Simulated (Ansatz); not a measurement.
Runs of Ansatz 0.2.0 on Cd. Symmetry: P6_3/mmc, No. 194, hexagonal system. Conventional cell: a = 2.979 Å, b = 2.979 Å, c = 5.618 Å, α = 90.00°, β = 90.00°, γ = 120.00°. Around Cd (site symmetry -6m2) lie 12 Cd at 2.98 to 3.29 Å. 

| level | cutoff (eV) | gap on the mesh (eV) | pressure (GPa) |
| --- | --- | --- | --- |
| HSE06 | 420 | none | 1.7 |
| BLYP | 420 | none | 8.6 |
| LDA | 420 | none | -3.9 |
| PBE0 | 420 | none | 1.4 |
| PBEsol | 420 | none | -1.2 |
| revPBE | 420 | none | (a) |
| r2SCAN0 | 500 | none | (b) |
| RPBE | 420 | none | (c) |
| r2SCAN | 500 | none | 0.7 |

Alike in all rows: task projected density of states; potentials or basis Ansatz PAW; no spin polarisation; cell as given; k mesh 6 × 6 × 3; smearing fermi-dirac 0.05 eV; the mesh is coarse, so values aren't converged.

Task: Estimate the missing entries.

Result: (a) 5.1; (b) 0.1; (c) 5.8.

Caveats: all runs use coarse meshes; the PAW data sets come from PBE, with cores solved anew for the run's functional, which leaves a small shift of forces and pressure; the density of states is complete only up to the lowest level of the last band computed; the thresholds are loose for stress (some runs).

A k mesh can miss the band edges, and the runs leave out spin-orbit coupling on Cd.

A gap of «none» marks a metal or a gap under the smearing width.

Runs at the PBE level aren't shown here.
